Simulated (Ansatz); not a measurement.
## Ca in Ansatz: convergence with ecutrho ratio

The system is Ca.

```
CELL_PARAMETERS angstrom
3.46297 -3.66949 0.00000
3.46297 3.66949 0.00000
0.00000 0.00000 7.00912
ATOMIC_POSITIONS crystal
Ca 0.66179 0.33821 0.30349
Ca 0.33821 0.66179 0.69651
Ca 0.83821 0.16179 0.80349
Ca 0.16179 0.83821 0.19651
```

This isn't the form of Ca at room conditions, which is fcc.

- Program: Ansatz 0.2.0
- Task: convergence study
- Functional: r2SCAN
- Potentials or basis: JTH PAW
- Cutoff: 870 eV
- Density cutoff: 3480 eV
- k mesh: 5 × 5 × 3
- Occupations: gaussian, width 0.05 eV
- Spin: no spin polarisation

These are the settings of the first run; the series varies ecutrho ratio, with any setting tied to it.

Hardware: 2 threads of Intel(R) Xeon(R) Platinum 8259CL CPU @ 2.50GHz (Skylake/Cascade Lake) (shared host).

```tsv
ecutrho ratio	energy less the tightest run, at zero smearing (meV/atom)	SCF cycles	CPU time (s)	peak memory (GiB)
4	0.00	8	28	1.4
5	0.00	8	32	1.9
6	0.00	8	35	2.1
8	0.00	8	47	3
10	0.00	8	55	3.8
12	0.00	8	72	4.9
```

Against the tightest run, the energy stays within 1 meV/atom from 4 on. The tightest run that finished is the yardstick and may itself not be fully converged.
